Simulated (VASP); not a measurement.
# Sb2Se3 (P2_1/m) in VASP: a series of runs, part 2 of 2

VASP 6.6.1. The steps go on from the part before.

**3. Band structure, PBE**

Input file INCAR:

```
SYSTEM = Sb2Se3
PREC     = Accurate       ! precision mode
ENCUT    = 520            ! plane-wave cutoff, eV
EDIFF    = 1E-7           ! SCF threshold, eV
ISMEAR   = 0              ! smearing method
SIGMA    = 0.1            ! smearing width, eV
LREAL    = .False.        ! projectors in reciprocal space
LASPH    = .True.         ! aspherical terms in the spheres
NELM     = 80             ! most SCF steps
ALGO     = Normal         ! electronic algorithm
ISIF     = 2              ! what is computed and relaxed
LWAVE    = .False.        ! write WAVECAR
LCHARG   = .False.        ! write CHGCAR
GGA      = PE             ! functional
KPAR     = 4
```

Input file KPOINTS:

```
Automatic mesh
0
Gamma
  4 8 4
  0 0 0
```

Input file POSCAR:

```
Sb2Se3
1.0
    7.4636740000      0.0000000000      0.0000000000
    0.0000000000      4.0626600000      0.0000000000
   -0.2575660000      0.0000000000     10.2557960000
Sb Se
4 6
Direct
    0.2446270000      0.7500000000      0.4808570000
    0.0848400000      0.2500000000      0.1507160000
    0.7553730000      0.2500000000      0.5191430000
    0.9151600000      0.7500000000      0.8492840000
    0.9325090000      0.7500000000      0.3352370000
    0.4014450000      0.2500000000      0.3362840000
    0.2334220000      0.7500000000      0.9996540000
    0.0674910000      0.2500000000      0.6647630000
    0.5985550000      0.7500000000      0.6637160000
    0.7665780000      0.2500000000      0.0003460000
```

Input file KPOINTS_OPT:

```
path GYHCEM1AXH1,MDZ,YD
15
line-mode
reciprocal
 0.0000000000  0.0000000000  0.0000000000  G
 0.0000000000  0.0000000000  0.5000000000  Y

 0.0000000000  0.0000000000  0.5000000000  Y
-0.4911769131  0.0000000000  0.5169501606  H

-0.4911769131  0.0000000000  0.5169501606  H
-0.5000000000  0.0000000000  0.5000000000  C

-0.5000000000  0.0000000000  0.5000000000  C
-0.5000000000  0.5000000000  0.5000000000  E

-0.5000000000  0.5000000000  0.5000000000  E
-0.5088230869  0.5000000000  0.4830498394  M1

-0.5088230869  0.5000000000  0.4830498394  M1
-0.5000000000  0.5000000000  0.0000000000  A

-0.5000000000  0.5000000000  0.0000000000  A
-0.5000000000  0.0000000000  0.0000000000  X

-0.5000000000  0.0000000000  0.0000000000  X
-0.5088230869  0.0000000000  0.4830498394  H1

-0.4911769131  0.5000000000  0.5169501606  M
 0.0000000000  0.5000000000  0.5000000000  D

 0.0000000000  0.5000000000  0.5000000000  D
 0.0000000000  0.5000000000  0.0000000000  Z

 0.0000000000  0.0000000000  0.5000000000  Y
 0.0000000000  0.5000000000  0.5000000000  D
```

Potentials or basis: VASP PAW PBE potentials, release 64 (Sb, Se).

Run with:

```
cat potpaw_PBE.64/Sb/POTCAR potpaw_PBE.64/Se/POTCAR > POTCAR
mpirun -np 4 vasp_std > vasp.out
```

OUTCAR:

```text
SYSTEM = Sb2Se3
   PREC = Accurate
   ENCUT = 520
   EDIFF = 1E-7
   ISMEAR = 0
   LREAL = .False.
   LASPH = .True.
   NELM = 80
   ISIF = 2
   GGA = PE

 ion  position               nearest neighbor table
   1  0.245  0.750  0.481-   5 2.74   6 2.79   6 2.79   8 3.09   8 3.09   9 3.20
   2  0.085  0.250  0.151-  10 2.80   7 2.80   7 2.80   6 3.00   5 3.02   5 3.02
   3  0.755  0.250  0.519-   8 2.74   9 2.79   9 2.79   5 3.09   5 3.09   6 3.20
   4  0.915  0.750  0.849-   7 2.80  10 2.80  10 2.80   9 3.00   8 3.02   8 3.02
   5  0.933  0.750  0.335-   1 2.74   2 3.02   2 3.02   3 3.09   3 3.09
   6  0.401  0.250  0.336-   1 2.79   1 2.79   2 3.00   3 3.20
   7  0.233  0.750  1.000-   4 2.80   2 2.80   2 2.80
   8  0.067  0.250  0.665-   3 2.74   4 3.02   4 3.02   1 3.09   1 3.09
   9  0.599  0.750  0.664-   3 2.79   3 2.79   4 3.00   1 3.20
  10  0.767  0.250  0.000-   2 2.80   4 2.80   4 2.80

  LATTYP: Found a simple monoclinic cell.
 ALAT       =     7.4636740000
 B/A-ratio  =     0.5443244172
 C/A-ratio  =     1.3745281172
 COS(beta)  =    -0.0251062728

[... 208 lines left out ...]
      1     -10.4447      2.00000
      2      -9.7814      2.00000
      3      -9.5448      2.00000
      4      -9.0536      2.00000
      5      -8.9604      2.00000
      6      -8.8819      2.00000
[... 877 lines left out ...]
     33       5.8435      0.00000
     34       6.0843      0.00000

 [... further k-points ...]

------------------------ aborting loop because EDIFF is reached ----------------------------------------

  FORCE on cell =-STRESS in cart. coord.  units (eV):
  Direction    XX          YY          ZZ          XY          YZ          ZX
  --------------------------------------------------------------------------------------
  -------------------------------------------------------------------------------------
  Total       -0.0223625     -0.0198794     -0.0241194      0.0000000      0.0000000      0.0219115
  in kB       -0.1152120     -0.1024190     -0.1242637      0.0000000      0.0000000      0.1128885
  external PRESSURE =      -0.1139649 kB  Pullay stress =       0.0000000 kB

 VOLUME and BASIS-vectors are now :
 -----------------------------------------------------------------------------
  energy-cutoff  :      520.00
  volume of cell :      310.98
      direct lattice vectors                 reciprocal lattice vectors
     7.463674000  0.000000000  0.000000000     0.133982272  0.000000000  0.003364856
     0.000000000  4.062660000  0.000000000     0.000000000  0.246144152  0.000000000
    -0.257566000  0.000000000 10.255796000     0.000000000  0.000000000  0.097505840

 POSITION                                       TOTAL-FORCE (eV/Angst)
 -----------------------------------------------------------------------------------
      1.70196      3.04699      4.93157         0.001734      0.000000     -0.003483
      0.59440      1.01567      1.54571         0.004972     -0.000000     -0.000958
      5.50414      1.01567      5.32422        -0.001734      0.000000      0.003483
      6.61171      3.04699      8.71008        -0.004972      0.000000      0.000958
      6.87360      3.04699      3.43812         0.003442      0.000000      0.001771
      2.90964      1.01567      3.44886         0.000116     -0.000000      0.002661
      1.48471      3.04699     10.25225        -0.004858      0.000000      0.000374
      0.33251      1.01567      6.81767        -0.003442     -0.000000     -0.001771
      4.29647      3.04699      6.80694        -0.000116      0.000000     -0.002661
      5.72140      1.01567      0.00355         0.004858      0.000000     -0.000374
 -----------------------------------------------------------------------------------
    total drift:                               -0.000000      0.000000     -0.000000

  FREE ENERGIE OF THE ION-ELECTRON SYSTEM (eV)
  ---------------------------------------------------
  free  energy   TOTEN  =       -40.2640675975 eV

  energy  without entropy=      -40.2640670457  energy(sigma->0) =      -40.26406732
```

stdout:

```text
POSCAR found type information on POSCAR SbSe
 POSCAR found :  2 types and      10 ions
 scaLAPACK will be used
 LDA part: xc-table for (Slater+PW92), standard interpolation
 POSCAR, INCAR and KPOINTS ok, starting setup
 FFT: planning ... GRIDC
 FFT: planning ... GRID_SOFT
 FFT: planning ... GRID
 WAVECAR not read
 entering main loop
 Start KPOINTS_OPT (optional k-point list driver)
k-point batch [1-50\165]
k-point batch [51-100\165]
k-point batch [101-150\165]
k-point batch [151-165\165]
```

Run time: 4.5 min. Hardware: 4 MPI ranks of Intel Xeon 6975P-C (Granite Rapids), shared host; peak memory 0.78 GiB.

Results:

* Free energy: -40.2641 eV
* Pressure: 0.0 GPa
* Largest force: 0.005 eV/Å
* Band gap on the k mesh: 0.56 eV, indirect (least direct gap 0.68 eV)
* Band gap along the path: 0.54 eV, indirect (least direct gap 0.67 eV)

Forces on the atoms (eV/Å):
```
Sb   0.002  0.000 -0.003
Sb   0.005  0.000 -0.001
Sb  -0.002  0.000  0.003
Sb  -0.005  0.000  0.001
Se   0.003  0.000  0.002
Se   0.000  0.000  0.003
Se  -0.005  0.000  0.000
Se  -0.003  0.000 -0.002
Se   0.000  0.000 -0.003
Se   0.005  0.000  0.000
```

Levels at the corners of the path, in eV from the valence-band top:
```tsv
point	band 26	band 27	band 28	band 29	band 30	band 31
Γ	-1.14	-0.22	-0.15	0.71	1.32	1.79
Y	-0.91	-0.81	-0.29	0.55	0.91	1.50
Y	-0.91	-0.81	-0.29	0.55	0.91	1.50
H	-0.67	-0.51	-0.28	0.59	1.52	1.54
H	-0.67	-0.51	-0.28	0.59	1.52	1.54
C	-0.68	-0.52	-0.28	0.59	1.51	1.54
C	-0.68	-0.52	-0.28	0.59	1.51	1.54
E	-1.36	-0.69	-0.69	1.28	1.28	2.21
E	-1.36	-0.69	-0.69	1.28	1.28	2.21
M1	-1.36	-0.69	-0.69	1.28	1.28	2.21
M1	-1.36	-0.69	-0.69	1.28	1.28	2.21
A	-1.56	-0.27	-0.27	1.62	1.62	2.33
A	-1.56	-0.27	-0.27	1.62	1.62	2.33
X	-0.66	-0.61	-0.30	0.89	1.57	1.59
X	-0.66	-0.61	-0.30	0.89	1.57	1.59
H1	-0.67	-0.51	-0.28	0.59	1.52	1.54
M	-1.36	-0.69	-0.69	1.28	1.28	2.21
D	-0.78	-0.66	-0.66	1.66	1.66	2.26
D	-0.78	-0.66	-0.66	1.66	1.66	2.26
Z	-0.89	-0.68	-0.68	2.03	2.03	2.24
Y	-0.91	-0.81	-0.29	0.55	0.91	1.50
D	-0.78	-0.66	-0.66	1.66	1.66	2.26
```

Caveat: spin-orbit coupling is left out, which moves the levels of the heavy elements.
